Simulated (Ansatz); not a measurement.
Runs of Ansatz 0.2.0 on Al2O3. Symmetry: P-3m1, No. 164, trigonal system. The conventional cell has a = 3.017 Å, b = 3.017 Å, c = 7.575 Å, α = 90.00°, β = 90.00°, γ = 120.00°. Around Al (site symmetry 3m) lie 4 O at 1.68 to 1.84 Å. Around O (site symmetry -3m) lie 2 Al at 1.68 Å. O (site symmetry 3m) has 3 Al at 1.84 Å as nearest neighbours. Measurements of this composition are mostly on another form, of space group No. 167.

| cell | target pressure (GPa) | gap on the mesh (eV) | pressure (GPa) |
| --- | --- | --- | --- |
| relaxed to 10 GPa | 10 | 2.64 | 10.0 |
| relaxed to 2 GPa | 2 | (a) | 2.0 |
| relaxed | 0 | (b) | 0.0 |
| relaxed to 20 GPa | 20 | 2.92 | 20.0 |
| relaxed to 5 GPa | 5 | 2.49 | 5.0 |
| relaxed to 30 GPa | 30 | 3.17 | 30.0 |

Alike in all rows: task relaxation of cell and atoms; level PBEsol; potentials or basis Ansatz PAW; no spin polarisation; k mesh 10 × 10 × 4; cutoff (eV) 420; smearing fermi-dirac 0.05 eV.

Question: Fill in the values left out.

Answer: (a) 2.41; (b) 2.40.

Caveats: the plane-wave basis is chosen anew once the cell has moved, so the energies of steps on either side of that aren't comparable; the PAW data sets come from PBE, with cores solved anew for the run's functional, which leaves a small shift of forces and pressure.

A k mesh can miss the band edges.
